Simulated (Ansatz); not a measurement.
**I: from a first guess to the relaxed sc type**

First guess:

```yaml
crystal:
  lattice:
    - [2.75334, 0.00000, 0.00000]
    - [0.00000, 2.75334, 0.00000]
    - [0.00000, 0.00000, 2.75334]
  atoms:
    - { symbol: I, position: [0.00000, 0.00000, 0.00000] }
```

Level of theory: DFT, PBE, PAW with Ansatz's default frozen-core files, scalar-relativistic (Ansatz 0.2.0).

Cell and atoms relax within the symmetry of the start on a 13×13×13 k mesh with 0.05 eV Fermi–Dirac smearing.

The start is built from a prototype, known or not as a phase of this compound; the cutoff is 420 eV.

No spin–orbit coupling, which matters for the heavy atoms here.

Task: What is the pressure of the first guess?

Result: 78.7 GPa.

Task: What does it relax to?

Result: a = 3.464 Å, b = 3.464 Å, c = 3.464 Å, α = 90.00°, β = 90.00°, γ = 90.00° (conventional cell), 41.55 Å³ per atom:
```
CELL_PARAMETERS angstrom
3.46358 0.00000 0.00000
0.00000 3.46358 0.00000
0.00000 0.00000 3.46358
ATOMIC_POSITIONS crystal
I 0.00000 0.00000 0.00000
```

Task: How much energy does the relaxation release?

Result: 2882 meV/atom.
